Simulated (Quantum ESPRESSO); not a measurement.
NaCl:

```
CELL_PARAMETERS angstrom
0.00000 2.79406 2.79406
2.79406 0.00000 2.79406
2.79406 2.79406 0.00000
ATOMIC_POSITIONS crystal
Cl 0.50000 0.50000 0.50000
Na 0.00000 0.00000 0.00000
```

The cell is a database's computed one.

* Program: Quantum ESPRESSO 7.5
* Task: phonons
* Functional: PBE
* Potentials or basis: SG15 PBE 1.2
* Cutoff: 952 eV
* Density cutoff: 3810 eV
* k mesh: 4 × 4 × 4, shifted
* Occupations: fermi-dirac, width 0.05 eV
* Spin: no spin polarisation
* Mixing beta: 0.5
* Most SCF iterations: 120
* SCF threshold: 4e-10 Ry

The cell and the atoms were relaxed first, to 22.95 Å³/atom (a = 4.019 Å, b = 4.019 Å, c = 4.019 Å, α = 60.00°, β = 60.00°, γ = 60.00°), and the response was taken there.

The first run showed a gap, so the response started from a second, tighter run with fixed occupations.

Q: Where do the zone-centre optical modes lie?

A: T1u at 155 cm⁻¹ (IR). Polar modes are given without the macroscopic field (transverse values).

Optical modes at Γ, degenerate ones joined, polar ones without the macroscopic field:
```
cm⁻¹  components  symmetry  active in  IR intensity, summed ((D/Å)²/amu)
 155           3       T1u         IR                               6.07
```

Zone-centre frequencies without and with the macroscopic field along z (cm⁻¹):
```
                optical modes in rising order
       without                    155 155 155
with the field                    155 155 248
```

Born effective charge tensors (e):
atom 1, Cl
```
-1.11  0.00  0.00
 0.00 -1.11  0.00
 0.00  0.00 -1.11
```
atom 2, Na
```
1.11 0.00 0.00
0.00 1.11 0.00
0.00 0.00 1.11
```

Caveat: this potential file gives levels or pressures that part from those of other sets.
